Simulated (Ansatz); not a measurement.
Crystal: CuO.

```
Cu O
1.0
     0.00000   -2.11656   -2.11656
    -2.11656    0.00000   -2.11656
     2.11656    2.11656   -4.23312
Cu O
2 2
Cartesian
  0.0233 -0.0336 -4.1419
  0.0233 2.0829 -6.2584
  -0.0233 0.0336 -6.4409
  -0.0233 0.0336 -2.2078
```

The cell comes from a database or a generator and needn't be the stable form of this composition.

Program: Ansatz 0.2.0. Alike in all runs: task band structure; potentials or basis Ansatz PAW; no spin polarisation; cell as given; k mesh 10 × 10 × 6; cutoff (eV) 420; smearing fermi-dirac 0.05 eV.

Problem. Order these runs on this cell by their pressure, lowest first.
A. level PBEsol+U; U Cu d U = 4.5 eV; hubbard projectors ortho-atomic (the default); double counting fll (the default)
B. level PBE
C. level PBE+U; U Cu d U = 5.3 eV; hubbard projectors ortho-atomic (the default); double counting fll (the default)

Solution. A (-1.4 GPa), B (5.6 GPa), C (8.4 GPa).

Caveats: the run has no spin polarisation, though such a crystal can be magnetic; U without spin polarisation on a metal has little footing (some runs); the PAW data sets come from PBE, with cores solved anew for the run's functional, which leaves a small shift of forces and pressure (some runs).
